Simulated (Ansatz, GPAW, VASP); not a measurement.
SnSe2: programs and potentials compared

```xyz
3
Lattice="3.8110 0.0000 0.0000 -1.9055 3.3004 0.0000 0.0000 0.0000 6.1360" Properties=species:S:1:pos:R:3 pbc="T T T"
Sn    0.0000    0.0000    0.0000
Se    1.9055    1.1001    4.6081
Se    0.0000    2.2003    1.5279
```

Alike in all runs: task single point; functional PBE; k mesh 8 × 8 × 5; occupations gaussian, width 0.011 eV; no spin polarisation; no spin-orbit coupling. Pressure is positive in compression and, in plane waves, holds the error of the finite cutoff, which Ansatz's Pulay term estimates and takes out.

| program and potentials | plane-wave cutoff (eV) | notes | pressure (GPa) | largest force (eV/Å) |
| --- | --- | --- | --- | --- |
| Ansatz, Ansatz PAW | 420 | 15.33 valence electrons an atom on average; Pulay term of +0.04 GPa included | 5.54 | 0.787 |
| VASP, PBE PAW files Se, Sn_d, 520 eV | 520 | 8.67 valence electrons an atom on average | 5.63 | 0.804 |
| GPAW, GPAW PAW data sets (gpaw-data 1.2.1) | 600 | 8.67 valence electrons an atom on average | 5.32 | 0.760 |

Force on atom 2 (Se), eV/Å:

```tsv
program and potentials	x	y	z
Ansatz, Ansatz PAW	0.000	0.000	-0.787
VASP, PBE PAW files Se, Sn_d, 520 eV	0.000	0.000	-0.804
GPAW, GPAW PAW data sets (gpaw-data 1.2.1)	0.000	0.000	-0.760
```

The pressure spans 5.32 (GPAW, GPAW PAW data sets (gpaw-data 1.2.1)) to 5.63 GPa (VASP, PBE PAW files Se, Sn_d, 520 eV). The atoms of the given cell lie far from their minimum at this level.

Differences between rows come from potentials, basis sets and numerical settings, since the functional is the same but for its coding. Runs on potential files found faulty are left out.
